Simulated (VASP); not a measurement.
# Pb (C2/m) in VASP: notebook

Runs on Pb. Level: LDA. Tasks: single point.

Program: VASP 6.6.1. These are calculated values, not measurements. Logs are shortened: lines on timing, memory, paths and dates and some standing lists are left out, and cuts for length are marked.

## 1. The crystal as given

The structure is monoclinic, space group C2/m (No. 12). Conventional cell: a = 6.077 Å, b = 3.501 Å, c = 6.452 Å, α = 90.00°, β = 109.14°, γ = 90.00°. Pb (site symmetry m) has 10 Pb at 3.34 to 3.51 Å as nearest neighbours.

This isn't the form of Pb at room conditions, which is fcc.

## 2. Single point, LDA

File INCAR:

```
SYSTEM = Pb
ADDGRID = .False. ; ALGO = Normal
EDIFF = 1E-6 ; ENCUT = 460
GGA = CA ; ISIF = 2
ISMEAR = 1 ; LASPH = .True.
LCHARG = .False. ; LREAL = .False.
LWAVE = .False. ; NELM = 100
PREC = Accurate ; SIGMA = 0.2
```

File KPOINTS:

```
k-points
0
Gamma
  19 19 9
  0 0 0
```

File POSCAR:

```
Pb
1.0
    3.0386068135     -1.7503199600      0.0000000000
    3.0386068135      1.7503199600      0.0000000000
   -2.1154626375      0.0000000000      6.0952248674
Pb
2
Direct
    0.9226740000      0.9042520000      0.7213670000
    0.1042030000      0.0659440000      0.2801110000
```

Potentials or basis: VASP PAW LDA potentials, release 64 (Pb_d).

On the command line:

```sh
> cat potpaw_LDA.64/Pb_d/POTCAR > POTCAR
> mpirun -np 1 vasp_std > vasp.out
```

OUTCAR:

```text
SYSTEM = Pb
   EDIFF = 1E-6
   ENCUT = 460
   GGA = CA
   ISIF = 2
   ISMEAR = 1
   LASPH = .True.
   LREAL = .False.
   NELM = 100
   PREC = Accurate

 Found   1625 irreducible k-points:

 Following reciprocal coordinates:
            Coordinates               Weight
  0.000000  0.000000  0.000000      1.000000
  0.052632  0.000000  0.000000      2.000000
 -0.000000 -0.052632  0.000000      2.000000
  0.105263  0.000000  0.000000      2.000000
 -0.000000 -0.105263  0.000000      2.000000
  0.157895  0.000000  0.000000      2.000000
   k-points           NKPTS =   1625   k-points in BZ     NKDIM =   1625   number of bands    NBANDS=     18
   number of dos      NEDOS =    301   number of ions     NIONS =      2
   total plane-waves  NPLWV =  37632
   dimension x,y,z NGX =    28 NGY =   28 NGZ =   48
   dimension x,y,z NGXF=    56 NGYF=   56 NGZF=   96
   ions per type =               2
   NGX,Y,Z   is equivalent  to a cutoff of  13.27, 13.27, 12.37 a.u.
   NGXF,Y,Z  is equivalent  to a cutoff of  26.55, 26.55, 24.74 a.u.
 SYSTEM =  Pb
   PREC   = accura    normal or accurate (medium, high low for compatibility)
   ISTART =      0    job   : 0-new  1-cont  2-samecut
   ICHARG =      2    charge: 1-file 2-atom 10-const
   ISPIN  =      1    spin polarized calculation?
   LNONCOLLINEAR =      F non collinear calculations
   LSORBIT =      F    spin-orbit coupling
   LASPH  =      T    aspherical Exc in radial PAW
   ENCUT  =  460.0 eV  33.81 Ry    5.81 a.u.   6.13  6.13 11.28*2*pi/ulx,y,z
   NELM   =    100;   NELMIN=  2; NELMDL= -5     # of ELM steps
   EDIFF  = 0.1E-05   stopping-criterion for ELM
   LREAL  =      F    real-space projection
   EDIFFG = 0.1E-04   stopping-criterion for IOM
   NSW    =      0    number of steps for IOM
   IBRION =     -1    ionic relax: 0-MD 1-quasi-New 2-CG
   NFREE  =      0    steps in history (QN), initial steepest desc. (CG)
   ISIF   =      2    stress and relaxation
   ISYM   =      2    0-nonsym 1-usesym 2-fastsym
   POTIM  = 0.5000    time-step for ionic-motion
   TEBEG  =    0.0;   TEEND  =   0.0 temperature during run
   PSTRESS=    0.0 pullay stress
   NELECT =      28.0000    total number of electrons
   NUPDOWN=      -1.0000    fix difference up-down
   EMIN   =  10.00;   EMAX   =-10.00  energy-range for DOS
   EFERMI =   0.00;   METHOD = LEGACY
   ISMEAR =     1;   SIGMA  =   0.20  broadening in eV -4-tet -1-fermi 0-gaus
   EFERMI_NEDOS =   21; number of points for ismear=-14 and -15
   IALGO  =     38    algorithm
   IMIX   =      4    mixing-type and parameters
     AMIX     =   0.40;   BMIX     =  1.00
     AMIX_MAG =   1.60;   BMIX_MAG =  1.00
  volume/ion in A,a.u.               =      32.42       218.77
  Fermi-wavevector in a.u.,A,eV,Ry     =   1.237438  2.338420 20.833975  1.531254
  Thomas-Fermi vector in A             =   2.372006
   LORBIT       =      0    0 simple, 1 ext, 2 COOP (PROOUT), +10 PAW based schemes
   GGA     = CA    functional components
   LHFCALC =     F    Hartree Fock is set to
   AEXX    =    0.0000 exact exchange contribution
   IVDW    =     0    specifies the selected vdW correction
   LEPSILON=     F    determine dielectric tensor
   LRPA    =     F    only Hartree local field effects (RPA)
 non-spin polarized calculation
 Methfessel and Paxton  Order N= 1 SIGMA  =   0.20
  energy-cutoff  :      460.00
  volume of cell :       64.84
 maximum number of plane-waves:      1475
 NGX is ok and might be reduce to    28
   NGX = 13   NGY = 13   NGZ = 23

 number of electron      28.0000003 magnetization

 Free energy of the ion-electron system (eV)
  ---------------------------------------------------
  ext. energy  EPLUGINS =         0.00000000
  ---------------------------------------------------
  free energy    TOTEN  =        -8.32139199 eV

  energy without entropy =       -8.31988298  energy(sigma->0) =       -8.32088898

 E-fermi :   6.2764     XC(G=0): -10.0824

 val. band max:        6.2755738633   @ k =  -0.3158   0.0000   0.2222
 cond. band min:       6.2763686522   @ k =  -0.3158   0.1579   0.3333
 fundamental gap:      0.0007947888
 Fermi energy:         6.2763583179

 k-point     1 :       0.0000    0.0000    0.0000
  band No.  band energies     occupation
      1     -10.8032      2.00000
      2     -10.7225      2.00000
      3     -10.7217      2.00000
      4     -10.7216      2.00000
      5     -10.7194      2.00000
      6     -10.7106      2.00000
[... 10 lines left out ...]
     17      12.7790      0.00000
     18      12.8799      0.00000

 k-point     2 :       0.0526    0.0000    0.0000
  band No.  band energies     occupation
      1     -10.8011      2.00000
      2     -10.7308      2.00000
      3     -10.7213      2.00000
      4     -10.7164      2.00000
      5     -10.7142      2.00000
      6     -10.6986      2.00000
[... 10 lines left out ...]
     17      12.7302      0.00000
     18      12.8701      0.00000

 k-point     3 :      -0.0000   -0.0526    0.0000
  band No.  band energies     occupation
      1     -10.8009      2.00000
      2     -10.7306      2.00000
      3     -10.7214      2.00000
      4     -10.7167      2.00000
      5     -10.7142      2.00000
      6     -10.6989      2.00000
[... 10 lines left out ...]
     17      12.7174      0.00000
     18      12.8938      0.00000

 k-point     4 :       0.1053    0.0000    0.0000
  band No.  band energies     occupation
      1     -10.7950      2.00000
      2     -10.7429      2.00000
      3     -10.7258      2.00000
      4     -10.7013      2.00000
      5     -10.6960      2.00000
      6     -10.6753      2.00000
[... 10 lines left out ...]
     17      12.6734      0.00000
     18      12.7863      0.00000

 k-point     5 :      -0.0000   -0.1053    0.0000
  band No.  band energies     occupation
      1     -10.7942      2.00000
      2     -10.7434      2.00000
      3     -10.7256      2.00000
      4     -10.7021      2.00000
      5     -10.6959      2.00000
      6     -10.6765      2.00000
[... 10 lines left out ...]
     17      12.6976      0.00000
     18      12.7705      0.00000

 k-point     6 :       0.1579    0.0000    0.0000
  band No.  band energies     occupation
      1     -10.7878      2.00000
      2     -10.7554      2.00000
      3     -10.7338      2.00000
      4     -10.6805      2.00000
      5     -10.6682      2.00000
      6     -10.6537      2.00000
[... 10 lines left out ...]
     17      12.3580      0.00000
     18      12.7409      0.00000

 [... further k-points ...]

------------------------ aborting loop because EDIFF is reached ----------------------------------------

  FORCE on cell =-STRESS in cart. coord.  units (eV):
  Direction    XX          YY          ZZ          XY          YZ          ZX
  --------------------------------------------------------------------------------------
  -------------------------------------------------------------------------------------
  Total       -1.1092060     -1.1751523     -0.8290718     -0.0241694     -0.0327861     -0.0877607
  in kB      -27.4101317    -29.0397619    -20.4875981     -0.5972624     -0.8101922     -2.1686983
  external PRESSURE =     -25.6458306 kB  Pullay stress =       0.0000000 kB

 VOLUME and BASIS-vectors are now :
 -----------------------------------------------------------------------------
  energy-cutoff  :      460.00
  volume of cell :       64.84
      direct lattice vectors                 reciprocal lattice vectors
     3.038606813 -1.750319960  0.000000000     0.164549095 -0.285662057  0.057109864
     3.038606813  1.750319960  0.000000000     0.164549095  0.285662057  0.057109864
    -2.115462637  0.000000000  6.095224867     0.000000000  0.000000000  0.164062856

 POSITION                                       TOTAL-FORCE (eV/Angst)
 -----------------------------------------------------------------------------------
      4.02528     -0.03224      4.39689        -0.017367     -0.010427      0.066294
     -0.07555     -0.06697      1.70734         0.017367      0.010427     -0.066294
 -----------------------------------------------------------------------------------
    total drift:                                0.000010     -0.000002      0.000016

  FREE ENERGIE OF THE ION-ELECTRON SYSTEM (eV)
  ---------------------------------------------------
  free  energy   TOTEN  =        -8.3213919883 eV

  energy  without entropy=       -8.3198829781  energy(sigma->0) =       -8.32088898
```

OSZICAR:

```text
N       E                     dE             d eps       ncg     rms          rms(c)
DAV:   1     0.270659949270E+03    0.27066E+03   -0.13689E+04 58520   0.171E+03
DAV:   2     0.103230710140E+02   -0.26034E+03   -0.25712E+03 58580   0.418E+02
DAV:   3    -0.780555296249E+01   -0.18129E+02   -0.17914E+02 71062   0.140E+02
DAV:   4    -0.833430933141E+01   -0.52876E+00   -0.52728E+00 68462   0.289E+01
DAV:   5    -0.835576523882E+01   -0.21456E-01   -0.21454E-01 70300   0.511E+00    0.807E-01
DAV:   6    -0.832874218612E+01    0.27023E-01   -0.52607E-02 76286   0.300E+00    0.407E-01
DAV:   7    -0.832188788103E+01    0.68543E-02   -0.21773E-02 72990   0.190E+00    0.137E-01
DAV:   8    -0.832139770759E+01    0.49017E-03   -0.12631E-03 75798   0.543E-01    0.151E-02
DAV:   9    -0.832139128934E+01    0.64182E-05   -0.90885E-05 69610   0.115E-01    0.697E-03
DAV:  10    -0.832139198829E+01   -0.69895E-06   -0.98417E-06 74840   0.451E-02
   1 F= -.83213920E+01 E0= -.83208890E+01  d E =-.150901E-02
```

It took 7.5 min on 1 thread of Intel Xeon 6975P-C (Granite Rapids), shared host; peak memory 1.2 GiB.

The run converged, but some of its settings lie outside the range that counts as converged, so its numbers aren't taken as properties of the crystal.

Results:

```
Free energy            : -8.3214 eV
Pressure               : -2.6 GPa
Largest force          : 0.069 eV/Å
Band gap on the k mesh : none (metal or under the smearing width)
```

## 3. Single point, LDA

Changes to INCAR since step 2:

```diff
@@ -7,2 +7,2 @@
 LWAVE = .False. ; NELM = 100
-PREC = Accurate ; SIGMA = 0.2
+PREC = Accurate ; SIGMA = 0.4
```

KPOINTS is that of step 2.

File POSCAR:

```
Pb
1.0
    3.0386068135     -1.7503199600      0.0000000000
    3.0386068135      1.7503199600      0.0000000000
   -2.1154626375      0.0000000000      6.0952248674
Pb
2
Direct
    0.9085084100      0.9085084100      0.7262922000
    0.0914915900      0.0914915900      0.2737078000
```

Potentials or basis: VASP PAW LDA potentials, release 64 (Pb_d).

On the command line:

```sh
> cat potpaw_LDA.64/Pb_d/POTCAR > POTCAR
> mpirun -np 1 vasp_std > vasp.out
```

Run time: 3.9 min. Hardware: 1 thread of Intel Xeon 6975P-C (Granite Rapids), shared host; peak memory 0.71 GiB.

These settings aren't checked as converged: the numbers below hold their error.

What came out:

| Item | Value |
| --- | --- |
| Free energy | -8.3232 eV |
| Pressure | -3.0 GPa |
| Largest force | 0.068 eV/Å |
| Band gap on the k mesh | none (metal or under the smearing width) |

## 4. Single point, LDA

INCAR is that of step 3.

KPOINTS is that of step 3.

File POSCAR:

```
Pb
1.0
    3.0386068135     -1.7503199600      0.0000000000
    3.0386068135      1.7503199600      0.0000000000
   -2.1154626375      0.0000000000      6.0952248674
Pb
2
Direct
    0.9226740000      0.9042520000      0.7213670000
    0.1042030000      0.0659440000      0.2801110000
```

On the command line:

```sh
> cat potpaw_LDA.64/Pb_d/POTCAR > POTCAR
> mpirun -np 1 vasp_std > vasp.out
```

Wall time 7.4 min (1 thread of Intel Xeon 6975P-C (Granite Rapids), shared host); peak memory 1.2 GiB.

These settings aren't checked as converged: the numbers below hold their error.

What came out:

```
Free energy            : -8.3229 eV
Pressure               : -2.6 GPa
Largest force          : 0.073 eV/Å
Band gap on the k mesh : none (metal or under the smearing width)
```

## 5. Single point, LDA

Changes to INCAR since step 4:

```diff
@@ -7,2 +7,2 @@
 LWAVE = .False. ; NELM = 100
-PREC = Accurate ; SIGMA = 0.4
+PREC = Accurate ; SIGMA = 0.1
```

KPOINTS is that of step 4.

File POSCAR:

```
Pb
1.0
    3.0386068135     -1.7503199600      0.0000000000
    3.0386068135      1.7503199600      0.0000000000
   -2.1154626375      0.0000000000      6.0952248674
Pb
2
Direct
    0.9085084100      0.9085084100      0.7262922000
    0.0914915900      0.0914915900      0.2737078000
```

On the command line:

```sh
> cat potpaw_LDA.64/Pb_d/POTCAR > POTCAR
> mpirun -np 1 vasp_std > vasp.out
```

Wall time 4.1 min (1 thread of Intel Xeon 6975P-C (Granite Rapids), shared host); peak memory 0.72 GiB.

The run converged, but some of its settings lie outside the range that counts as converged, so its numbers aren't taken as properties of the crystal.

What came out:

* Free energy: -8.3212 eV
* Pressure: -3.0 GPa
* Largest force: 0.068 eV/Å
* Band gap on the k mesh: none (metal or under the smearing width)

## 6. The reference run

An earlier run on the cell as given: functional PBE; potentials or basis VASP PAW PBE potentials, release 64 (Pb_d); cutoff 520 eV; k mesh 9 × 9 × 5; occupations fermi-dirac, width 0.05 eV; no spin polarisation.

- Pressure: 0.7 GPa
- Largest force: 0.079 eV/Å
- Band gap on the k mesh: none (metal or under the smearing width)
